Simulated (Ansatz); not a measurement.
Input of an Ansatz 0.2.0 run:

File input.yaml:

```yaml
crystal:
  lattice:
    - [0.0, 3.4390000555, 3.4390000555]
    - [3.4390000555, 0.0, 3.4390000555]
    - [3.4390000555, 3.4390000555, 0.0]
  atoms:
    - { symbol: Pb, position: [0.25, 0.25, 0.25] }
    - { symbol: Pb, position: [0.0, 0.0, 0.0] }
kpoints:
  mp_grid: { grid: [7, 7, 7] }
scf:
  occupations: { method: fermi_dirac, width: 0.05 }
hamiltonian:
  xc: pbesol
  pseudopotentials: { kind: all_electron, lapw: { basis_error: 0.001 } }
output:
  forces: true
  stress: true
  eigenvalues: true
  populations: true
```

Potentials or basis: all-electron LAPW, scalar-relativistic.

Run with:

```sh
$ ansatz run input.yaml --threads 1 --pin off --max-ram 3072MiB --backend cpu --events-out ev --progress --plain --runs-dir out
```

**Question.** Estimate the band gap on the k mesh.

**Answer.** None (metal or under the smearing width).

**Question.** Estimate the pressure.

**Answer.** 0.5 GPa.

Spin-orbit coupling is left out, which matters for the levels of Pb.
